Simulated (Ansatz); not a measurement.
Stackings of close-packed layers of CaO (capitals for Ca, lower case for the other element), each relaxed to a stress under 0.05 GPa; energies count from the stacking AcBaCb (Fm-3m).

Method: Ansatz, DFT PBE, scalar-relativistic, plane waves, PAW.

Plane waves to 420 eV, a k mesh through Γ of 9×9×6 on the computed 4-atom cell and Gaussian smearing (0.02 eV); no spin polarisation.

Start (AcBc):

```xyz
4
Lattice="3.4154 0.0000 0.0000 -1.7077 2.9578 0.0000 0.0000 0.0000 5.5773" Properties=species:S:1:pos:R:3 pbc="T T T"
Ca    0.0000    0.0000    0.0000
O     1.7077    0.9859    1.3943
Ca    0.0000    1.9719    2.7887
O     1.7077    0.9859    4.1830
```

Problem. Give the relaxed structure and its energy.

Solution. The free energy falls by 35 meV/atom.

| Item | Value |
| --- | --- |
| excess energy (meV/atom) | 132.1 |
| spacing of like layers (Å) | 2.920 |
| a (Å) | 3.336 |
| gap on the mesh (eV) | 3.23 |

Relaxed structure:
```yaml
crystal:
  lattice:
    - [3.33621, 0.00000, 0.00000]
    - [-1.66811, 2.88925, 0.00000]
    - [0.00000, 0.00000, 5.84054]
  atoms:
    - { symbol: Ca, position: [0.00000, 0.00000, 0.00000] }
    - { symbol: O, position: [0.66667, 0.33333, 0.25000] }
    - { symbol: Ca, position: [0.33333, 0.66667, 0.50000] }
    - { symbol: O, position: [0.66667, 0.33333, 0.75000] }
```

An odd mesh misses points on the zone edge, so a gap read on it can be too wide.

The run took 22 s on 1 thread of Arm Neoverse V1, on a shared host, peak memory 0.34 GiB.